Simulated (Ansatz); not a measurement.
Theory: DFT, RPBE, plane waves (420 eV) with PAW, scalar-relativistic in Ansatz. (PAW data from PBE, frozen cores regenerated.)

An element in the omega (AlB2-type) structure gives this curve. The cell is scaled uniformly from the relaxed one, with fractional coordinates and shape fixed. Energies are extrapolated to zero smearing, pressures are those at the given smearing. Magnetic state: spin not included.

| V (Å³/atom) | E − E₀ (meV/atom) | P (GPa) |
| --- | --- | --- |
| 26.268 | 73.1 | 7.95 |
| 27.462 | 28.0 | 4.57 |
| 28.656 | 5.3 | 1.91 |
| 29.850 | 0.2 | -0.18 |
| 31.044 | 8.9 | -1.83 |
| 32.238 | 28.5 | -3.12 |
| 33.432 | 56.7 | -4.12 |

Question: Which element is it?
A. yttrium
B. scandium
C. tellurium
D. lead

Answer: C. Its fit is V₀ = 29.65 Å³/atom, B₀ = 48 GPa, B₀′ = 5.0.
